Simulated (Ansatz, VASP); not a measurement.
## ZnS in VASP and in Ansatz

The input POSCAR:

```
ZnS
1.0
    0.0000000000      2.5712343488      2.5712343488
    2.5712343488      0.0000000000      2.5712343488
    2.5712343488      2.5712343488      0.0000000000
Zn S
1 1
Direct
    0.0000000000      0.0000000000      0.0000000000
    0.2500000000      0.2500000000      0.2500000000
```

The input INCAR.step1:

```
SYSTEM = ZnS
PREC = Accurate
ENCUT = 520
ISMEAR = 0
SIGMA = 0.02
LREAL = .False.
LASPH = .True.
NELM = 60
NBANDS = 16
GGA = PE
ALGO = Normal
EDIFF = 1E-4
LWAVE = .True.
LCHARG = .False.
```

INCAR.step2

```
SYSTEM = ZnS
PREC = Accurate
ENCUT = 520
EDIFF = 1E-6
ISMEAR = 0
SIGMA = 0.02
LREAL = .False.
LASPH = .True.
NELM = 60
ALGO = Normal
ISIF = 2
LWAVE = .False.
LCHARG = .True.
METAGGA = R2SCAN
LMIXTAU = .True.
LELF = .True.
LVHAR = .True.
NBANDS = 16
ISTART = 1
```

Contents of KPOINTS:

```
regular mesh
0
Gamma
  8 8 8
  0 0 0
```

Input for Ansatz:

```yaml
crystal:
  lattice:
    - [0.0, 2.5712343488, 2.5712343488]
    - [2.5712343488, 0.0, 2.5712343488]
    - [2.5712343488, 2.5712343488, 0.0]
  atoms:
    - { symbol: Zn, position: [0.0, 0.0, 0.0] }
    - { symbol: S, position: [0.25, 0.25, 0.25] }
basis:
  ecutwfc: 500
kpoints:
  mp_grid: { grid: [8, 8, 8] }
  band_path: { path: [VBM, CBM], npoints: 2 }
hamiltonian:
  xc: r2scan
scf:
  occupations: { method: gaussian, width: 0.02 }
output:
  forces: true
  stress: true
  eigenvalues: true
checkpoint:
  read: start.run
  write: ck
  compress: false
  write_wavefunctions: false
  write_every: 100000
```

Alike in both runs: task single point; functional r2SCAN; k mesh 8 × 8 × 8; occupations gaussian, width 0.02 eV; no spin polarisation.

```csv
,VASP,Ansatz
version,VASP 6.6.1,Ansatz 0.2.0
potentials or method,"VASP PAW PBE potentials, release 64 (Zn, S)","scalar-relativistic, plane waves, PAW"
plane-wave cutoff (eV),520,500
valence electrons in the cell,18,18
```

Ansatz gave:

- gap on the k mesh at the Fermi level (eV): 3.35
- least direct gap on the mesh (eV): 3.37
- pressure (GPa): 15.0

Question: What did VASP give for the same quantities?

Answer: gap on the k mesh at the Fermi level (eV): 3.35; least direct gap on the mesh (eV): 3.40; pressure (GPa): 15.1.

With one functional, cell and mesh, what is left measures potentials, basis and numerics.

Caveats: so large a pressure means that the cell lies far from this level's equilibrium, or that cutoff or potentials fall short (VASP); the potentials were made for another functional, which shifts forces and pressure (VASP). A k mesh can miss the band edges. r2SCAN opens gaps a little over a GGA but as a rule still falls short of measured ones.
